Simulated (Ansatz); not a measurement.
# Nickel, bcc under PBEsol: structure, energy and stiffness

The plan for nickel in the bcc structure: relax it, solve it on a dense k-mesh, then scale the cell to 7 volumes from 88 to 112 % of the relaxed one and try a fit of the equation of state. The start is ferromagnetic. The k-meshes are 16×16×16 for the relaxation; 26×26×26 for the dense run; 18×18×18 for the volumes.

This is Ni in the bcc structure; at room conditions it is fcc.

Method: DFT PBEsol, plane waves (420 eV) with PAW, scalar-relativistic; the PAW data stem from PBE, with regenerated cores, in Ansatz 0.2.0.

## 1. Starting point

Symmetry: Im-3m, No. 229, cubic system. The conventional cell has a = 2.797 Å, b = 2.797 Å, c = 2.797 Å, α = 90.00°, β = 90.00°, γ = 90.00°. Around Ni (site symmetry m-3m) lie 8 Ni at 2.42 Å.

As a file:

```
CELL_PARAMETERS angstrom
-1.39845 1.39845 1.39845
1.39845 -1.39845 1.39845
1.39845 1.39845 -1.39845
ATOMIC_POSITIONS crystal
Ni 0.00000 0.00000 0.00000
```

Starting moments (μB): +0.8.

## 2. Relaxing cell and atoms

Contents of input.yaml:

```yaml
crystal:
  lattice:
    - [-1.3984527048, 1.3984527048, 1.3984527048]
    - [1.3984527048, -1.3984527048, 1.3984527048]
    - [1.3984527048, 1.3984527048, -1.3984527048]
  atoms:
    - { symbol: Ni, position: [0.0, 0.0, 0.0], spin: 0.8 }
hamiltonian:
  xc: pbesol
  pseudopotentials:
    kind: paw
    azcp:
      Ni: "pseudopotentials/Ni.paw.azcp"
basis:
  ecutwfc: 420
  fft_grid_basis: typed
kpoints:
  mp_grid: { grid: [16, 16, 16], shift: [0, 0, 0] }
magnetization:
  spin_polarized: true
scf:
  occupations: { method: fermi_dirac, width: 0.05 }
relax:
  max_steps: 60
  f_tol: 0.01
  cell: {}
```

The log of the run:

```text
Warning: <dir> the record states the generating functional pbe (its physics header spells it `PBE`), which answers neither for hamiltonian.xc's functional nor for the pbesol family's — results may be inconsistent (PPs are generated against a specific XC)
Warning: RAYON_NUM_THREADS=2 ignored (pool sized by the plan → 2); use --threads N
Engine: ansatz 0.2.0, aarch64-unknown-linux-gnu
Pseudopotentials: kind: paw
Pseudopotential: Ni, paw, valence charge 18, recommended cutoff 420 eV (normal), <dir>
Functional definition: PBEsol
  exchange = pbesol_x
  correlation = pbesol_c
Crystal: 1 atoms, lattice volume = 10.940 Å³
Basis set: ecut = 420 eV, 201 PW (Γ), exchange–correlation on 36×36×36 points (8 copies of the dense FFT grid, shifted against one another)
Bands: 14, of which v1, the nominal top of the filled ones, is band 9 counted from 1 (8 counted from 0)
Symmetry: 48 space group operations
Space group: Im-3m (ITA 229), of the structure as read, at distance tolerance 2.2e-5 Å
Magnetic group: BNS 229.140 (UNI 1642), of the structure as read, at distance tolerance 2.2e-5 Å
k-points: 145 of 4096
Non-local potential: Ni, projectors of the file, l = 0: 3, l = 1: 2, l = 2: 3, l = 3: 1
PAW form: soft (Blöchl's): semilocal exchange-correlation on the pseudo side does not see the compensation charge
PAW frozen core: Ni, regenerated for the run's functional, and the local potential with it (the file was generated under x = pbe(κ = 0.804, μ = 0.2195149727645171), c = pbe(β = 0.06672455060314922))
PAW one-centre angular grid: Ni, 590 points (default); XC on 64 Gauss nodes
Initial density: superposition of atomic densities (chi_scale 0.1, normalization cell)
Starting moments: Σ|m| = 0.8 μB on 1 of 1 site
Initial wavefunctions: pseudopotential atomic-orbital guess
Functional: x = pbesol(κ = 0.804, μ = 0.12345679012345678), c = pbesol(β = 0.046)
SCF iter   1: F=—  HF=-5804.149710 eV  |F-HF|=—  |Δ(HF+E_count)|=         —  Δρ=6.88e-2 (↑4.19e-2 ↓6.88e-2)  dr2=8.13e-1  dr2_m=1.90e-2  M=0.757 μB ∫|m|=0.796 μB  β_m=0.30  ethr=3.10e-3  ⟨swp⟩=5.7  Hψ=21079  notcnv=0
Mixer restart at iter 1: flushing history
preconditioner: auto → none  [metal: Δε(μ)=0.003 eV  Ē_g=15.933 eV  σ=0.050 eV  W_gap=0.02  n_scr=0 (ndim 8)  ℏωp=35.5 eV  f_vac=0.000  D(μ)=2.76/eV (n_scr^D=54)]
SCF iter   2: F=—  HF=-5803.962348 eV  |F-HF|=—  |Δ(HF+E_count)|=   1.87e-1  Δρ=4.40e-2 (↑4.40e-2 ↓3.38e-2)  dr2=3.09e-1  dr2_m=5.17e-3  M=0.711 μB ∫|m|=0.761 μB  β_m=0.24  ethr=3.10e-3  ⟨swp⟩=2.7  Hψ=8876  notcnv=0  defer=117
SCF iter   3: F=—  HF=-5804.139614 eV  |F-HF|=—  |Δ(HF+E_count)|=   1.77e-1  Δρ=1.68e-2 (↑1.68e-2 ↓1.09e-2)  dr2=2.66e-2  dr2_m=3.43e-3  M=0.708 μB ∫|m|=0.760 μB  β_m=0.62  ethr=1.71e-3  ⟨swp⟩=2.6  Hψ=6947  notcnv=0  defer=117
SCF iter   4: F=—  HF=-5804.752548 eV  |F-HF|=—  |Δ(HF+E_count)|=         —  Δρ=3.68e-2 (↑7.69e-3 ↓3.68e-2)  dr2=1.07e-1  dr2_m=2.84e-2  M=0.584 μB ∫|m|=0.645 μB  β_m=0.62  ethr=1.48e-4  ⟨swp⟩=2.7  Hψ=7888  notcnv=0  defer=124
Mixer restart at iter 4: flushing history
SCF iter   5: F=—  HF=-5804.908089 eV  |F-HF|=—  |Δ(HF+E_count)|=   1.56e-1  Δρ=3.52e-2 (↑3.52e-2 ↓2.00e-2)  dr2=1.68e-1  dr2_m=6.73e-3  M=0.577 μB ∫|m|=0.638 μB  β_m=0.49  ethr=1.48e-4  ⟨swp⟩=3.0  Hψ=10197  notcnv=0  defer=137
SCF iter   6: F=—  HF=-5804.838925 eV  |F-HF|=—  |Δ(HF+E_count)|=   6.92e-2  Δρ=2.14e-2 (↑5.80e-3 ↓2.14e-2)  dr2=4.39e-2  dr2_m=7.56e-3  M=0.565 μB ∫|m|=0.627 μB  β_m=0.39  ethr=1.48e-4  ⟨swp⟩=2.6  Hψ=9945  notcnv=0  defer=140
SCF iter   7: F=—  HF=-5804.855851 eV  |F-HF|=—  |Δ(HF+E_count)|=   1.69e-2  Δρ=7.46e-3 (↑1.36e-3 ↓7.46e-3)  dr2=3.59e-3  dr2_m=1.57e-3  M=0.559 μB ∫|m|=0.621 μB  β_m=0.57  ethr=1.48e-4  ⟨swp⟩=2.1  Hψ=6738  notcnv=0  defer=142
SCF iter   8: F=—  HF=-5804.861348 eV  |F-HF|=—  |Δ(HF+E_count)|=   5.50e-3  Δρ=1.03e-3 (↑1.95e-4 ↓1.03e-3)  dr2=6.35e-5  dr2_m=3.32e-5  M=0.554 μB ∫|m|=0.615 μB  β_m=0.71  ethr=1.99e-5  ⟨swp⟩=2.2  Hψ=6961  notcnv=0  defer=142
SCF iter   9: F=—  HF=-5804.861480 eV  |F-HF|=—  |Δ(HF+E_count)|=   1.32e-4  Δρ=1.00e-4 (↑4.77e-5 ↓1.00e-4)  dr2=3.24e-7  dr2_m=5.26e-7  M=0.553 μB ∫|m|=0.614 μB  β_m=0.85  ethr=3.53e-7  ⟨swp⟩=2.2  Hψ=5777  notcnv=0  defer=143
SCF iter  10: F=—  HF=-5804.861482 eV  |F-HF|=—  |Δ(HF+E_count)|=   1.96e-6  Δρ=1.72e-5 (↑1.44e-5 ↓1.72e-5)  dr2=1.10e-9  dr2_m=2.49e-8  M=0.553 μB ∫|m|=0.614 μB  β_m=0.93  ethr=1.80e-9  ⟨swp⟩=2.1  Hψ=6566  notcnv=0  defer=143
SCF iter  11: F=—  HF=-5804.861482 eV  |F-HF|=—  |Δ(HF+E_count)|=   3.23e-9  Δρ=1.92e-5 (↑1.11e-5 ↓1.92e-5)  dr2=5.92e-8  dr2_m=1.98e-9  M=0.553 μB ∫|m|=0.614 μB  β_m=0.93  ethr=6.11e-12  ⟨swp⟩=2.5  Hψ=7458  notcnv=0  defer=143
SCF iter  12: F=-5804.861482 eV  HF=-5804.861482 eV  |F-HF|=3.60e-9  |Δ(HF+E_count)|=   1.34e-9  Δρ=4.35e-6 (↑4.00e-6 ↓4.35e-6)  dr2=4.76e-9  dr2_m=1.03e-11  M=0.553 μB ∫|m|=0.614 μB  ethr=6.11e-12  ⟨swp⟩=1.9  Hψ=13172  notcnv=0
SCF 1 converged in 12 iterations: F = -5804.861482 eV  dr2 = 4.76e-9
relax step   1: F+E_penalty+E_count = -5804.86148168 eV  Δ(F+E_penalty+E_count) = +0.000e0 eV  max|allowed force component| = 0.000e0 eV/Å  Δτ_max = 0.0000 Å  P = -8.908 GPa  Ω = 10.940 Å³  (12 SCF iters, dr2 threshold 1.00e-7 eV, accepted)
Crystal: 1 atoms, lattice volume = 10.692 Å³
Initial density: handed on by an earlier stage of this run
Starting moments: Σ|m| = 0.8 μB on 1 of 1 site; this step starts from the density that it was given
Initial wavefunctions: those handed on with the density
iter 1 solved again at ethr=2.51e-5 eV; its pass at ethr=3.10e-3 eV (dr2=4.52e-3 eV) is discarded
SCF iter   1: F=—  HF=-5804.872672 eV  |F-HF|=—  |Δ(HF+E_count)|=         —  Δρ=5.37e-3 (↑5.37e-3 ↓3.05e-3)  dr2=4.43e-3  dr2_m=1.62e-4  M=0.547 μB ∫|m|=0.606 μB  β_m=0.65  ethr=2.51e-5  ⟨swp⟩=1.2  Hψ=25921  notcnv=0
preconditioner: auto → none  [metal: Δε(μ)=0.002 eV  Ē_g=17.018 eV  σ=0.050 eV  W_gap=0.01  n_scr=0 (ndim 8)  ℏωp=35.9 eV  f_vac=0.000  D(μ)=1.59/eV (n_scr^D=18)]
SCF iter   2: F=—  HF=-5804.875015 eV  |F-HF|=—  |Δ(HF+E_count)|=   2.34e-3  Δρ=7.35e-3 (↑7.01e-3 ↓7.35e-3)  dr2=1.15e-2  dr2_m=6.07e-6  M=0.548 μB ∫|m|=0.606 μB  β_m=0.27  ethr=2.46e-5  ⟨swp⟩=2.1  Hψ=7797  notcnv=0  recentre
SCF iter   3: F=—  HF=-5804.871349 eV  |F-HF|=—  |Δ(HF+E_count)|=   3.67e-3  Δρ=9.41e-4 (↑9.41e-4 ↓6.25e-4)  dr2=2.24e-5  dr2_m=5.52e-5  M=0.547 μB ∫|m|=0.605 μB  β_m=0.51  ethr=2.46e-5  ⟨swp⟩=2.3  Hψ=7470  notcnv=0
SCF iter   4: F=—  HF=-5804.871791 eV  |F-HF|=—  |Δ(HF+E_count)|=   4.42e-4  Δρ=7.78e-4 (↑2.62e-4 ↓7.78e-4)  dr2=6.68e-5  dr2_m=7.73e-6  M=0.546 μB ∫|m|=0.604 μB  β_m=0.75  ethr=1.24e-7  ⟨swp⟩=2.1  Hψ=6950  notcnv=0
SCF iter   5: F=—  HF=-5804.872033 eV  |F-HF|=—  |Δ(HF+E_count)|=   2.42e-4  Δρ=3.15e-4 (↑9.41e-5 ↓3.15e-4)  dr2=1.09e-5  dr2_m=1.41e-6  M=0.544 μB ∫|m|=0.603 μB  β_m=0.88  ethr=1.24e-7  ⟨swp⟩=2.0  Hψ=6475  notcnv=0
SCF iter   6: F=—  HF=-5804.872061 eV  |F-HF|=—  |Δ(HF+E_count)|=   2.79e-5  Δρ=1.04e-4 (↑1.04e-4 ↓8.82e-5)  dr2=2.28e-6  dr2_m=6.73e-9  M=0.544 μB ∫|m|=0.602 μB  β_m=0.94  ethr=6.04e-8  ⟨swp⟩=2.2  Hψ=6592  notcnv=0
SCF iter   7: F=—  HF=-5804.872062 eV  |F-HF|=—  |Δ(HF+E_count)|=   1.03e-6  Δρ=4.84e-5 (↑4.83e-5 ↓4.84e-5)  dr2=5.85e-7  dr2_m=1.83e-10  M=0.544 μB ∫|m|=0.602 μB  β_m=0.97  ethr=1.27e-8  ⟨swp⟩=2.1  Hψ=5304  notcnv=0
SCF iter   8: F=—  HF=-5804.872062 eV  |F-HF|=—  |Δ(HF+E_count)|=   1.88e-7  Δρ=6.97e-6 (↑6.76e-6 ↓6.97e-6)  dr2=1.18e-8  dr2_m=6.11e-12  M=0.544 μB ∫|m|=0.602 μB  β_m=0.95  ethr=3.25e-9  ⟨swp⟩=2.1  Hψ=5311  notcnv=0
SCF iter   9: F=-5804.872062 eV  HF=-5804.872062 eV  |F-HF|=7.55e-11  |Δ(HF+E_count)|=   2.22e-9  Δρ=7.10e-7 (↑5.05e-7 ↓7.10e-7)  dr2=9.35e-11  dr2_m=1.12e-12  M=0.544 μB ∫|m|=0.602 μB  ethr=6.56e-11  ⟨swp⟩=2.5  Hψ=12466  notcnv=0
SCF 2 converged in 9 iterations: F = -5804.872062 eV  dr2 = 9.35e-11
relax step   2: F+E_penalty+E_count = -5804.87206182 eV  Δ(F+E_penalty+E_count) = -1.058e-2 eV  max|allowed force component| = 0.000e0 eV/Å  Δτ_max = 0.0000 Å  P = -4.572 GPa  Ω = 10.692 Å³  energy of the carried Pulay correction = +8.227e-5 eV  (9 SCF iters, dr2 threshold 1.00e-7 eV, accepted)
Crystal: 1 atoms, lattice volume = 10.443 Å³
iter 1 solved again at ethr=2.79e-5 eV; its pass at ethr=3.10e-3 eV (dr2=5.02e-3 eV) is discarded
SCF iter   1: F=—  HF=-5804.876065 eV  |F-HF|=—  |Δ(HF+E_count)|=         —  Δρ=6.11e-3 (↑6.11e-3 ↓3.01e-3)  dr2=5.03e-3  dr2_m=2.76e-4  M=0.536 μB ∫|m|=0.591 μB  β_m=0.30  ethr=2.79e-5  ⟨swp⟩=1.3  Hψ=25874  notcnv=0
preconditioner: auto → none  [metal: Δε(μ)=0.001 eV  Ē_g=17.321 eV  σ=0.050 eV  W_gap=0.01  n_scr=0 (ndim 8)  ℏωp=36.3 eV  f_vac=0.000  D(μ)=1.57/eV (n_scr^D=18)]
SCF iter   2: F=—  HF=-5804.874497 eV  |F-HF|=—  |Δ(HF+E_count)|=   1.57e-3  Δρ=2.23e-3 (↑7.11e-4 ↓2.23e-3)  dr2=2.52e-4  dr2_m=1.08e-4  M=0.537 μB ∫|m|=0.591 μB  β_m=0.28  ethr=2.79e-5  ⟨swp⟩=2.4  Hψ=6715  notcnv=0
SCF iter   3: F=—  HF=-5804.874604 eV  |F-HF|=—  |Δ(HF+E_count)|=   1.07e-4  Δρ=1.06e-3 (↑1.04e-3 ↓1.06e-3)  dr2=8.50e-6  dr2_m=1.00e-4  M=0.536 μB ∫|m|=0.590 μB  β_m=0.58  ethr=1.40e-6  ⟨swp⟩=2.4  Hψ=6086  notcnv=0
SCF iter   4: F=—  HF=-5804.875219 eV  |F-HF|=—  |Δ(HF+E_count)|=   6.16e-4  Δρ=7.96e-4 (↑3.51e-4 ↓7.96e-4)  dr2=8.33e-5  dr2_m=5.47e-6  M=0.534 μB ∫|m|=0.588 μB  β_m=0.79  ethr=4.72e-8  ⟨swp⟩=2.1  Hψ=6845  notcnv=0
SCF iter   5: F=—  HF=-5804.875402 eV  |F-HF|=—  |Δ(HF+E_count)|=   1.83e-4  Δρ=5.65e-4 (↑1.72e-4 ↓5.65e-4)  dr2=3.21e-5  dr2_m=4.17e-6  M=0.533 μB ∫|m|=0.587 μB  β_m=0.90  ethr=4.72e-8  ⟨swp⟩=2.1  Hψ=6475  notcnv=0
SCF iter   6: F=—  HF=-5804.875450 eV  |F-HF|=—  |Δ(HF+E_count)|=   4.77e-5  Δρ=2.18e-4 (↑2.18e-4 ↓1.78e-4)  dr2=9.75e-6  dr2_m=4.20e-8  M=0.532 μB ∫|m|=0.586 μB  β_m=0.95  ethr=4.72e-8  ⟨swp⟩=2.1  Hψ=6778  notcnv=0
SCF iter   7: F=—  HF=-5804.875459 eV  |F-HF|=—  |Δ(HF+E_count)|=   8.88e-6  Δρ=1.25e-4 (↑1.25e-4 ↓1.22e-4)  dr2=3.77e-6  dr2_m=2.04e-9  M=0.532 μB ∫|m|=0.586 μB  β_m=0.97  ethr=4.72e-8  ⟨swp⟩=2.3  Hψ=5120  notcnv=0
SCF iter   8: F=—  HF=-5804.875460 eV  |F-HF|=—  |Δ(HF+E_count)|=   1.77e-6  Δρ=2.05e-5 (↑1.99e-5 ↓2.05e-5)  dr2=1.01e-7  dr2_m=7.38e-11  M=0.532 μB ∫|m|=0.586 μB  β_m=0.96  ethr=2.10e-8  ⟨swp⟩=2.1  Hψ=5331  notcnv=0
SCF iter   9: F=—  HF=-5804.875460 eV  |F-HF|=—  |Δ(HF+E_count)|=   4.24e-8  Δρ=4.17e-7 (↑4.17e-7 ↓3.87e-7)  dr2=1.44e-11  dr2_m=2.22e-12  M=0.532 μB ∫|m|=0.586 μB  β_m=0.98  ethr=5.63e-10  ⟨swp⟩=2.1  Hψ=5665  notcnv=0
SCF iter  10: F=-5804.875460 eV  HF=-5804.875460 eV  |F-HF|=3.97e-10  |Δ(HF+E_count)|=  3.29e-10  Δρ=1.58e-6 (↑1.23e-6 ↓1.58e-6)  dr2=4.70e-10  dr2_m=3.44e-12  M=0.532 μB ∫|m|=0.586 μB  ethr=1.00e-12  ⟨swp⟩=1.5  Hψ=10875  notcnv=0
SCF 3 converged in 10 iterations: F = -5804.875460 eV  dr2 = 4.70e-10
relax step   3: F+E_penalty+E_count = -5804.87546041 eV  Δ(F+E_penalty+E_count) = -3.399e-3 eV  max|allowed force component| = 0.000e0 eV/Å  Δτ_max = 0.0000 Å  P = +0.425 GPa  Ω = 10.443 Å³  energy of the carried Pulay correction = +1.670e-4 eV  (10 SCF iters, dr2 threshold 1.00e-7 eV, accepted)
[... 11 lines left out ...]
relax step   4: F+E_penalty+E_count = -5804.87547982 eV  Δ(F+E_penalty+E_count) = -1.941e-5 eV  max|allowed force component| = 0.000e0 eV/Å  Δτ_max = 0.0000 Å  P = -0.008 GPa  Ω = 10.463 Å³  energy of the carried Pulay correction = +1.600e-4 eV  (7 SCF iters, dr2 threshold 1.00e-7 eV, accepted)
Basis set: ecut = 420 eV, 201 PW (Γ), exchange–correlation on 32×32×32 points (8 copies of the dense FFT grid, shifted against one another)
Initial wavefunctions: pseudopotential atomic-orbital guess (no wavefunctions were taken with the density)
iter 1 solved again at ethr=1.40e-7 eV; its pass at ethr=3.10e-3 eV (dr2=2.52e-5 eV) is discarded
SCF iter   1: F=—  HF=-5804.875296 eV  |F-HF|=—  |Δ(HF+E_count)|=         —  Δρ=6.16e-5 (↑4.79e-5 ↓6.16e-5)  dr2=7.09e-7  dr2_m=5.53e-9  M=0.533 μB ∫|m|=0.587 μB  β_m=0.65  ethr=1.40e-7  ⟨swp⟩=2.7  Hψ=30870  notcnv=0
preconditioner: auto → none  [metal: Δε(μ)=0.001 eV  Ē_g=17.344 eV  σ=0.050 eV  W_gap=0.01  n_scr=0 (ndim 8)  ℏωp=36.3 eV  f_vac=0.000  D(μ)=1.53/eV (n_scr^D=18)]
SCF iter   2: F=—  HF=-5804.875295 eV  |F-HF|=—  |Δ(HF+E_count)|=   1.53e-6  Δρ=2.61e-5 (↑2.61e-5 ↓2.51e-5)  dr2=9.88e-8  dr2_m=5.38e-10  M=0.533 μB ∫|m|=0.587 μB  β_m=0.50  ethr=3.94e-9  ⟨swp⟩=1.8  Hψ=5436  notcnv=0
SCF iter   3: F=—  HF=-5804.875295 eV  |F-HF|=—  |Δ(HF+E_count)|=   1.11e-7  Δρ=3.51e-5 (↑3.51e-5 ↓2.61e-5)  dr2=2.03e-7  dr2_m=2.38e-9  M=0.533 μB ∫|m|=0.587 μB  β_m=0.40  ethr=5.49e-10  ⟨swp⟩=2.0  Hψ=6766  notcnv=0
SCF iter   4: F=—  HF=-5804.875295 eV  |F-HF|=—  |Δ(HF+E_count)|=   5.00e-8  Δρ=8.68e-6 (↑3.54e-6 ↓8.68e-6)  dr2=7.42e-9  dr2_m=1.04e-9  M=0.533 μB ∫|m|=0.587 μB  β_m=0.70  ethr=5.49e-10  ⟨swp⟩=2.1  Hψ=5450  notcnv=0
SCF iter   5: F=—  HF=-5804.875295 eV  |F-HF|=—  |Δ(HF+E_count)|=   9.36e-8  Δρ=4.26e-6 (↑5.82e-7 ↓4.26e-6)  dr2=1.24e-9  dr2_m=3.92e-10  M=0.533 μB ∫|m|=0.587 μB  β_m=0.85  ethr=4.12e-11  ⟨swp⟩=2.2  Hψ=6340  notcnv=0
SCF iter   6: F=—  HF=-5804.875295 eV  |F-HF|=—  |Δ(HF+E_count)|=   7.12e-9  Δρ=1.10e-6 (↑1.10e-6 ↓8.64e-7)  dr2=2.05e-10  dr2_m=1.96e-12  M=0.533 μB ∫|m|=0.587 μB  β_m=0.89  ethr=6.90e-12  ⟨swp⟩=2.0  Hψ=6749  notcnv=0
SCF iter   7: F=—  HF=-5804.875295 eV  |F-HF|=—  |Δ(HF+E_count)|=  2.18e-11  Δρ=3.55e-7 (↑3.40e-7 ↓3.55e-7)  dr2=2.78e-11  dr2_m=9.73e-15  M=0.533 μB ∫|m|=0.587 μB  β_m=0.95  ethr=1.14e-12  ⟨swp⟩=2.4  Hψ=5320  notcnv=0
SCF iter   8: F=—  HF=-5804.875295 eV  |F-HF|=—  |Δ(HF+E_count)|=  1.27e-11  Δρ=6.63e-8 (↑6.38e-8 ↓6.63e-8)  dr2=1.00e-12  dr2_m=2.92e-16  M=0.533 μB ∫|m|=0.587 μB  β_m=0.97  ethr=1.00e-12  ⟨swp⟩=1.0  Hψ=4076  notcnv=0
SCF iter   9: F=-5804.875295 eV  HF=-5804.875295 eV  |F-HF|=2.73e-12  |Δ(HF+E_count)|=  9.09e-13  Δρ=1.49e-8 (↑9.86e-9 ↓1.49e-8)  dr2=3.94e-14  dr2_m=7.24e-16  M=0.533 μB ∫|m|=0.587 μB  ethr=1.00e-12  ⟨swp⟩=3.2  Hψ=14678  notcnv=0
SCF 5 converged in 9 iterations: F = -5804.875295 eV  dr2 = 3.94e-14
relax step   5: F+E_penalty+E_count = -5804.87529485 eV  Δ(F+E_penalty+E_count) = +1.850e-4 eV  max|allowed force component| = 0.000e0 eV/Å  Δτ_max = 0.0000 Å  P = +0.021 GPa  Ω = 10.463 Å³  stress off target by 2.08e-2 GPa  SCF on the basis re-selected at this cell (its energy is not comparable with the rows above)  (9 SCF iters)
basis re-selected at this cell: Δ(F+E_penalty+E_count) = +1.850e-4 eV, ΔP = +0.029 GPa vs the last step (what re-selecting the basis moved, of the pressure what is left beyond the Pulay correction that the steps carried, after the strain that the cell walked since its last selection, with what the two solves' SCF thresholds leave and, on support functions, any second-order correction that the steps lacked; it is no measure of the basis error at this ecutwfc). The dense FFT grid was sized anew with the basis: this SCF ran on 16×16×16 points, the steps before it on 18×18×18, so part of this shift can come from that change (see relax.cell in the input reference). This SCF's stress stands 2.08e-2 GPa from its target on what of the cell is left free (relax.cell.stress_tol is 5.00e-2 GPa) and its largest allowed force component is 0.00e0 eV/Å (relax.f_tol is 1.00e-2 eV/Å): within both
SCF converged after 9 iterations
Magnetization: 0.5330 μB (9.2665 up, 8.7335 down)
Absolute magnetization: 0.5879 μB (∫|ρ↑−ρ↓|, with the PAW one-centre terms)
Spin contamination: 0.0041 ħ² per cell (⟨S²⟩ above its minimum at these occupations)
Per-site moments (μB) at R_I (Å): [(0.5584570605974852, 0.9844228423772222)]
Free energy (F): -5804.875295 eV
Harris-Foulkes:  -5804.875295 eV  (|F-HF|=2.73e-12)
Internal energy: -5804.862193 eV  (E = F + TS)
E sigma→0 (E₀):  -5804.868744 eV
Entropy (-TS):   -0.013102 eV (-13.102 meV/atom)
Fermi energy:    18.750250 eV
--- Per-component energies (eV) ---
  E_band       = -270.058153
  E_kinetic    = 283.364230
  E_local      = -3372.605743  (includes V_loc(G=0)·N_el)
  E_nonlocal   = 636.879920
  E_hartree    = 1407.699379
  E_xc         = -84.732578
  E_vxc        = -109.667846  (∫ρ·V_xc dr)
  E_paw        = -1594.963686  (= ΣΔE_a)
  E_vpaw       = -523.428069  (= ΣTr[D̂ρ^β])
  E_aug_tail   = 0.000581  (compensation charges beyond the density's cutoff)
  E_ewald      = -3080.701586
  E_core_change = 0.197289  (= ΣΔE_core)
  E_smearing   = -0.013102  (= −TS)
  E_closure    = 0.000000  (closes the sum)
  Σ components = -5804.875295   (vs F -5804.875295, Δ=0.00e0)
--- Forces (eV/Å), atoms counted from 1 ---
  atom   1  Ni    -0.00000000     0.00000000    -0.00000000
  max |Σ_I F_I| component: 8.63e-32 eV/Å
--- Stress (GPa, compression-positive) ---
        0.020800       0.000000      -0.000000
        0.000000       0.020800      -0.000000
        0.000000      -0.000000       0.020800
  P = ⅓ Tr σ = 0.0208 GPa (0.208 kbar)
--- Relaxed structure (4 steps of the walk, 4 accepted, 1 SCFs on fresh bases) ---
  F+E_penalty+E_count = -5804.87529485 eV   max|allowed force component| = 0.000e0 eV/Å   (the final SCF, on the basis selected at the relaxed cell)
  cell:  # Å, volume = 10.4629 Å³
    - [-1.3778346498009837, 1.3778346498009837, 1.3778346498009837]
    - [1.3778346498009837, -1.3778346498009837, 1.3778346498009837]
    - [1.3778346498009837, 1.3778346498009837, -1.3778346498009837]
  atoms:
    - { symbol: Ni, position: [0.0, 0.0, 0.0] }
```

Wall time 8.7 s (2 threads of an Arm CPU, shared host); peak memory 0.29 GiB.

Relaxation path:

```csv
step,energy change (meV/atom),largest force (eV/Å),pressure (GPa),volume (Å³/atom)
1,0.00,0.0000,-8.91,10.940
2,-10.58,0.0000,-4.57,10.692
3,-13.98,0.0000,0.43,10.443
4,-14.00,0.0000,-0.01,10.463
5,-13.81,0.0000,0.02,10.463
```

Steps that repeat a cell are solved on a basis chosen anew, so their changes of energy are no gain of the relaxation.

Changes in the cell that was computed:

|  | before | after | change |
| --- | --- | --- | --- |
| a (Å) | 2.422 | 2.386 | -1.5 % |
| b (Å) | 2.422 | 2.386 | -1.5 % |
| c (Å) | 2.422 | 2.386 | -1.5 % |
| volume (Å³/atom) | 10.940 | 10.463 | -4.4 % |
| shortest distance (Å) | 2.422 | 2.386 | -1.5 % |
| space group (spins left aside) | Im-3m | Im-3m | same |

[end of part 1 of 2]
